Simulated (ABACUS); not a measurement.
Crystal: Zn.

```xyz
2
Lattice="2.6700 0.0000 0.0000 -1.3350 2.3123 0.0000 0.0000 0.0000 4.9660" Properties=species:S:1:pos:R:3 pbc="T T T"
Zn    1.3350    0.7708    3.7245
Zn    0.0000    1.5415    1.2415
```

Base run:

```yaml
Program: ABACUS 3.10.1
Functional: PBE
Potentials_or_basis: SG15 ONCV 1.2 PBE
Cutoff: 1143 eV
Density_cutoff: 4572 eV
Basis: plane waves
k_mesh: 9 × 9 × 5
Occupations: fermi-dirac, width 0.05 eV
Spin: no spin polarisation
```

Its results: band gap on the k mesh none (metal or under the smearing width); pressure -0.7 GPa.

Q: The run is repeated on the same cell with these changes: functional from PBE to r2SCAN; cutoff from 1143 eV to 1320 eV; density cutoff from 4572 eV to 5279 eV; k mesh from 9 × 9 × 5 to 7 × 7 × 4. What comes out?

A: Band gap on the k mesh none (metal or under the smearing width); pressure -4.2 GPa.

Several settings changed at once, so the effect can't be laid on one alone.

Caveats: some runs use coarse meshes; the potentials were made for another functional, which shifts forces and pressure (some runs).
